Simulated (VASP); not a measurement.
A run of VASP 6.6.1:

Contents of INCAR:

```
  PREC = Accurate
  ENCUT = 400
  EDIFF = 1E-6
  ISMEAR = 0
  SIGMA = 0.01
  LREAL = False
  LASPH = True
  NELM = 100
  ALGO = Fast
  ISIF = 2
  LWAVE = False
  LCHARG = False
  ISYM = 0
```

Contents of KPOINTS:

```
regular mesh
0
Gamma
  1 1 1
```

The input POSCAR:

```
H2Se                                    
1.0
   12.4610690859      0.0000000000      0.0000000000
    0.0000000000     12.9610690859      0.0000000000
    0.0000000000      0.0000000000     13.4610690859
  Se              H             
     1     2
Selective dynamics
Direct
     0.5259833377999996    0.5086471596999971    0.4566967937999991   F   F   F
     0.5103882296961224    0.4238433876021522    0.5290054432803138   T   T   T
     0.4606292650394763    0.5785255011195436    0.5192798605642690   T   T   T
```

Potentials or basis: VASP PAW LDA potentials, release 64 (Se, H).

Run with:

```bash
$ cat potpaw_LDA.64/Se/POTCAR potpaw_LDA.64/H/POTCAR > POTCAR
$ mpirun -np 4 vasp_gam > vasp.out
```

Hardware: 4 MPI ranks on Intel(R) Xeon(R) 6975P-C (Granite Rapids), on a shared host.

Q: How long does it take, and how much memory?

A: Wall time 14 s on 4 MPI ranks on Intel(R) Xeon(R) 6975P-C (Granite Rapids), with other jobs on the host, peak memory 0.37 GiB a rank. Counts: scf iterations 23, k points 1.
